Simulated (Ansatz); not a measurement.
The system is ZnCu2SnS4.

```
Sn Zn Cu S
1.0
    -2.71710    2.71710    5.42480
     2.71710   -2.71710    5.42480
     2.71710    2.71710   -5.42480
Sn Zn Cu S
1 1 2 4
Direct
  0.50000 0.50000 0.00000
  0.25000 0.75000 0.50000
  0.75000 0.25000 0.50000
  0.00000 0.00000 0.00000
  0.62799 0.62839 0.51280
  0.88481 0.37201 0.00040
  0.11559 0.11519 0.48720
  0.37161 0.88441 0.99960
```

```yaml
Program: Ansatz 0.2.0
Task: relaxation of cell and atoms
Functional: r2SCAN
Potentials_or_basis: Ansatz PAW
Cutoff: "500 eV (not typed: the program's choice for these potentials)"
k_mesh: 7 × 7 × 7
Occupations: fermi-dirac, width 0.05 eV
Spin: no spin polarisation
```

At the start: volume 20.02 Å³/atom.

**Question.** Where does the relaxation end?

**Answer.** It ends after 5 steps and the volume is 19.82 Å³/atom (-1.0 %); space group I-4 (No. 82, to 0.05 Å).

Step by step:
```csv
step,energy change (eV),largest force (eV/Å),volume (Å³)
1,0.0000,0.4521,160.20
2,-0.0336,0.1656,160.07
3,-0.0427,0.0104,158.20
4,-0.0429,0.0025,158.59
5,-0.0426,0.0026,158.59
```

Final structure:
```cif
data_structure
_symmetry_space_group_name_H-M 'P 1'
_symmetry_Int_Tables_number 1
_cell_length_a 6.6270
_cell_length_b 6.6270
_cell_length_c 6.6270
_cell_angle_alpha 131.773
_cell_angle_beta 131.773
_cell_angle_gamma 70.588
_cell_volume 158.59
loop_
_atom_site_label
_atom_site_type_symbol
_atom_site_fract_x
_atom_site_fract_y
_atom_site_fract_z
_atom_site_occupancy
Sn1 Sn 0.50000 0.50000 0.00000 1
Zn1 Zn 0.25000 0.75000 0.50000 1
Cu1 Cu 0.75000 0.25000 0.50000 1
Cu2 Cu 0.00000 0.00000 0.00000 1
S1 S 0.63516 0.62870 0.52215 1
S2 S 0.88699 0.36484 0.99354 1
S3 S 0.10655 0.11301 0.47785 1
S4 S 0.37130 0.89345 0.00646 1
```

Caveat: the plane-wave basis is chosen anew once the cell has moved, so the energies of steps on either side of that aren't comparable; the PAW data sets come from PBE, with cores solved anew for the run's functional, which leaves a small shift of forces and pressure.
